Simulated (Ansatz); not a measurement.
# BaTiO$_{3}$: reading a single point

```
Ba Ti O
1.0
     3.97746    3.96721    0.00000
     3.95697   -3.96721    0.00000
     0.01025    0.01022    3.96719
Ba Ti O
2 2 6
Direct
  0.00000 0.00000 0.00000
  0.50000 0.50000 0.00000
  0.48600 0.00000 0.48600
  0.98600 0.50000 0.48600
  0.00840 0.50000 0.01850
  0.50840 0.00000 0.01850
  0.26345 0.75505 0.50840
  0.76345 0.25505 0.50840
  0.26345 0.24495 0.50840
  0.76345 0.74495 0.50840
```

Single point in Ansatz 0.2.0 with r2SCAN, with U = 1.84 eV and J = 0.76 eV on Ti d (all-electron-ortho-atomic projectors), no spin polarisation. Cutoff 500 eV, PAW datasets, 5×5×6 Γ-centred k mesh, fermi-dirac filling (width 0.1 eV).

- Stress: The pressure is 7.7 GPa (compression positive), so with the atoms held at these fractions the cell would first expand.
- Charges: Bader charges in e: Ba +1.57, Ti +2.33, O -1.30. In the mean Ti gives up most and O takes most.
- Band edges: Within 0.7 eV of the edges, the states project mainly on O p (94 %) below the gap and on Ti d (86 %) above it.
- Electronic structure: The gap on the k mesh is 2.97 eV; the mesh may miss the band edges, so the true gap of this level can be smaller.

Origin: a database entry at a rescaled volume. Caveats: an odd or shifted mesh can miss the band edges, so this level's true gap may be smaller.
